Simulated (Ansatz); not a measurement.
Consider the following.

BeO (wurtzite)

```yaml
crystal:
  lattice:
    - [2.69285, 0.00000, 0.00000]
    - [-1.34642, 2.33208, 0.00000]
    - [0.00000, 0.00000, 4.37286]
  atoms:
    - { symbol: Be, position: [0.66667, 0.33333, 0.00147] }
    - { symbol: Be, position: [0.33333, 0.66667, 0.50147] }
    - { symbol: O, position: [0.66667, 0.33333, 0.62373] }
    - { symbol: O, position: [0.33333, 0.66667, 0.12373] }
```

Equation-of-state scan: isotropic scaling of the cell above, V₀ being its volume. The atoms relax within the cell's symmetry.

Method: PBEsol (plane waves to 420 eV, PAW, scalar-relativistic; Ansatz, a quantum-chemistry and plane-wave program). k mesh 14×14×8 (Γ-centred), Fermi-Dirac smearing 0.05 eV. E stands for the smeared free energy. Stress and pressure are positive under compression. With the shape held, the modulus is that of even scaling; a crystal free to change shape is softer. BeO was relaxed with its symmetry unable to fall. The zero of ΔE is the relaxed starting cell.

The scan covers V/V₀ from 0.940 to 1.060 in 9 points.

Task: What pressure does the cell carry at V/V₀ = 0.940?

Result: 15.1 GPa.

Task: What is ΔE at V/V₀ = 0.940?

Result: 18.5 meV/atom.

Task: What is ΔE at V/V₀ = 1.060?

Result: 15.3 meV/atom.

(Under strain, the slope of the energy per volume gives the stress and its curvature an elastic modulus.)
